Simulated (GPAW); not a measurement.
# A GW chain in GPAW: GaP (F-43m), part 2 of 2

How does a plane-wave GW calculation on GaP (F-43m) run from the first input to the gap?

GPAW 26.7.0; LDA and many-body steps on it, plane waves. Known limits of the many-body steps: not at the basis limit; no spin-orbit coupling.

So far. Step 3 (Bands along the symmetry lines): The gap is 1.464 eV, −0.050 eV from the run before at this level. Step 4 (Empty states on the mesh, 6×6×6 mesh, 222 bands): On this mesh the gap is 1.514 eV.

## (5) Screening and self-energy, 6×6×6 mesh, 212 bands, screening to 175 eV

Now the one-shot GW correction: screening in the RPA, then the self-energy of the levels asked for.

This step: G0W0 on LDA, plane waves, PAW.

run.py

```python
import json
import numpy as np
from gpaw.mpi import world
from gpaw.response.g0w0 import G0W0

gw = G0W0('full.gpw',
    filename='gw',
    kpts=[0, 12],
    bands=(2, 6),
    ecut=175,
    nbands=212,
    integrate_gamma='WS',
    ppa=True)
gw.calculate()
res = {mode: {k: v for k, v in r.items() if k != 'sigma_eskwn'}
       for mode, r in gw.all_results.items()}

if world.rank == 0:
    with open('result.json', 'w') as f:
        json.dump(res, f, default=lambda x: x.tolist())
```

Command:

```sh
> mpirun -n 4 gpaw python run.py
```

Numbers of over 12 decimals in the logs are rounded to 6 here.

What it wrote:

```text
Using integrator: PointIntegrator
FrequencyGridDescriptor(from 0.000+0.000j to 0.000+27.211j eV, 2 points)
Nonperiodic BCs:  [False False False]
Using integrator: PointIntegrator
FrequencyGridDescriptor(from 0.000+0.000j to 0.000+27.211j eV, 2 points)
Nonperiodic BCs:  [False False False]
  ___  _ _ _
 |   || | | |
 | | || | | |
 |__ ||_____|
 |___|

BZ k-points: Symmetries present (total): 24

  [... matrices ...]
216 k-points: 6 x 6 x 6 Monkhorst-Pack grid + [1/12,1/12,1/12]
16 k-points in the irreducible part of the Brillouin zone
       k-points in crystal coordinates                weights
   0:     0.00000000    0.00000000    0.00000000          1/216
   1:     0.16666667    0.16666667    0.00000000          6/216
   2:     0.16666667    0.16666667    0.16666667          8/216
   3:     0.33333333    0.16666667    0.16666667         12/216
   4:     0.33333333    0.33333333   -0.33333333         12/216
   5:     0.33333333    0.33333333    0.00000000          6/216
   6:     0.33333333    0.33333333    0.16666667         24/216
   7:     0.33333333    0.33333333    0.33333333          8/216
   8:     0.50000000    0.33333333   -0.33333333         24/216
   9:     0.50000000    0.33333333   -0.16666667         12/216
          ...
  15:     0.50000000    0.50000000    0.50000000          4/216

Distributing spins, k-points and bands (1 x 2 x 4) over 4 processes
Number of blocks: 1

Quasi particle states:
k-points (IBZ indices): [0, 12]
Band range: (2, 6)
  [... matrices ...]
Computational parameters:
Plane wave cut-off: 175 eV
Number of bands: 212
Coulomb cutoff: None
Broadening: 0.1 eV

fxc modes: GW
Kernel: RPA
Using Godby-Needs plasmon-pole approximation:
  Fitting energy: i*E0, E0 = 1.000 Hartree
Summing all q:

Calculating screened Coulomb potential
No Coulomb truncation
FrequencyGridDescriptor(from 0.000+0.000j to 0.000+27.211j eV, 2 points)
Removing empty qpoint cache files...

Calculating chi0 body with:
    Ground state adapter containing:
    Number of spins: 1
    Number of kpoints: 216
    Number of irreducible kpoints: 16
    Number of completely occupied states: 4
    Number of partially occupied states: 4
    Occupied states memory: 0.48828125 M / cpu

    Linear response parametrization:
    q_c: [1.3877787807814457e-17, 1.3877787807814457e-17, 1.3877787807814457e-17]
    Number of frequency points: 2
    Planewave cutoff: 175.0
    Number of bands: 212
    Number of planewaves: 181
    Broadening (eta): 1e-06
    comm.size: 4
    kncomm.size: 4
    blockcomm.size: 1

    Memory estimate of potentially large arrays:
        chi0_wGG: 0.999786 M / cpu
Integrating chi0 body.

Symmetries of q_c:
    Direct symmetries (Uq -> q): 24
    Indirect symmetries (TUq -> q): 24
In total 48 allowed symmetries.

  [... matrices ...]
16 groups of equivalent kpoints. 92.592593% reduction.

Integral kind: response function
Integrating chi0 head and wings.

Symmetries of q_c:
    Direct symmetries (Uq -> q): 24
    Indirect symmetries (TUq -> q): 24
In total 48 allowed symmetries.

  [... matrices ...]
16 groups of equivalent kpoints. 92.592593% reduction.

Integral kind: response function wings

Calculating chi0 body with:
    Ground state adapter containing:
    Number of spins: 1
    Number of kpoints: 216
    Number of irreducible kpoints: 16
    Number of completely occupied states: 4
    Number of partially occupied states: 4
[... the further q-points ...]

Results:
f:      Occupation numbers
eps:     KS-eigenvalues [eV]
vxc:     KS vxc [eV]
exx:     Exact exchange [eV]
sigma:   Self-energies [eV]
dsigma:  Self-energy derivatives
Z:       Renormalization factors
qp:      QP-energies [eV]

k-point 0 (0): (0.000, 0.000, 0.000)                GW
band       f     eps     vxc     exx   sigma  dsigma       Z      qp
                                                                   GW
   2   1.000   4.711 -15.047 -16.392   0.762  -0.291   0.774   4.259
   3   1.000   4.711 -15.047 -16.392   0.762  -0.291   0.774   4.259
   4   0.000   6.398 -15.761 -11.058  -3.716  -0.272   0.786   7.174
   5   0.000   8.546 -12.381  -7.538  -4.102  -0.268   0.788   9.130

k-point 1 (12): (0.500, 0.500, 0.000)                GW
band       f     eps     vxc     exx   sigma  dsigma       Z      qp
                                                                   GW
   2   1.000   2.021 -13.297 -15.779   1.843  -0.310   0.763   1.534
   3   1.000   2.021 -13.297 -15.779   1.843  -0.310   0.763   1.534
   4   0.000   6.224 -10.622  -6.567  -3.757  -0.249   0.801   6.463
   5   0.000   6.422 -11.922  -7.630  -3.753  -0.259   0.794   6.850
```

The job ended after 5.8 min (4 MPI ranks of Intel Xeon Platinum 8259CL at 2.50GHz (Skylake/Cascade Lake), shared host; peak memory 1.1 GiB).

This step gave:

```
G0W0 gap on the points computed              : 2.204 eV
least direct G0W0 gap on the computed points : 2.914 eV
Z at the valence top                         : 0.7744
Z at the conduction bottom                   : 0.8010
starting gap on the mesh                     : 1.514 eV
k of the valence top                         : 0, 0, 0
k of the conduction bottom                   : 0.5, 0.5, 0
```

The gap on the mesh goes from 1.51 eV to 2.20 eV, a correction of +0.69 eV.

Limits: finite bands, cutoff and mesh; no spin-orbit coupling. v1 is the top filled band, c1 the lowest empty one. The levels before and after the correction (eV, zero at the valence-band top of each column):

```csv
,conduction bottom,valence top
Kohn-Sham,1.51,0.00
G0W0,2.20,0.00
```

```csv
,level,energy (eV)
Kohn-Sham,Γ v2-v1,0.000
Kohn-Sham,Γ c1,1.687
Kohn-Sham,Γ c2,3.835
Kohn-Sham,(0.5 0.5 0) v2-v1,-2.690
Kohn-Sham,(0.5 0.5 0) c1,1.514
Kohn-Sham,(0.5 0.5 0) c2,1.711
G0W0,Γ v2-v1,0.000
G0W0,Γ c1,2.914
G0W0,Γ c2,4.871
G0W0,(0.5 0.5 0) v2-v1,-2.726
G0W0,(0.5 0.5 0) c1,2.204
G0W0,(0.5 0.5 0) c2,2.591
```

## (6) Where the time went

Times are wall times on 4 MPI ranks of Intel Xeon Platinum 8259CL at 2.50GHz (Skylake/Cascade Lake), shared host, good to a factor of about two.

```csv
step,time,share,memory (GiB)
ground state,8.3 s,2 %,0.6
bands along the symmetry lines,9.5 s,3 %,0.63
empty states on the mesh,11 s,3 %,0.98
screening and self-energy,5.8 min,92 %,1.1
```

## (7) Summary of results

* LDA gap: 1.46 eV, indirect
* G0W0 gap on the mesh: 2.20 eV
* G0W0 gap over the zone (rigid shift): 2.15 eV
* GW settings: 6×6×6 mesh, 212 bands, screening to 175 eV, Godby-Needs plasmon pole
* known limits: not at the basis limit; no spin-orbit coupling

**Reading.** G0W0 moves the gap on the mesh from 1.51 eV to 2.20 eV (+0.69 eV), with Z of 0.77 and 0.80 at the edges. The mesh misses the band edges by 0.05 eV in all; a rigid shift gives 2.15 eV for the zone. Only 2 of the mesh's irreducible points were corrected, so a valley elsewhere could overtake. The dearest step here is «screening and self-energy». Against experiment, by G0W0@LDA: the gap of 2.15 eV lies −0.10 eV from the measured 2.25 ± 0.04 eV (indirect, 300 K, on Si, 2020). The calculation has static nuclei and no excitons; a measured gap holds zero-point and thermal motion, which mostly lowers it. Bands and cutoff are finite, so the gap is not at the basis limit. The miss can reach some tenths of an eV and take either sign; the mesh is an error of its own. These stock PAW sets were not made for GW; the filled d or f shell of Ga lies in the frozen core, which bears on start and correction. In the G0W0 run levels were corrected at 2 k points alone, so a gap called «on the mesh» is the least over those, and an edge elsewhere would be missed. The many-body steps are scalar-relativistic: spin-orbit coupling is not in them.

[Paths, hosts, dates, memory and timing lines, banners, echoed tables and standing remarks are left out of the program output.]

[Logs are printed without paths, hosts, clocks, repeated set-up lines and the standing remarks that a program may print on its own settings, such as how far it seeks lower states.]

[Runs of the session that timed out or met a known fault of the program may be left out.]

[Hosts, paths, dates, database ids (printed as entryN), source tags and the programs' standing remarks are cut or masked in the printed files.]
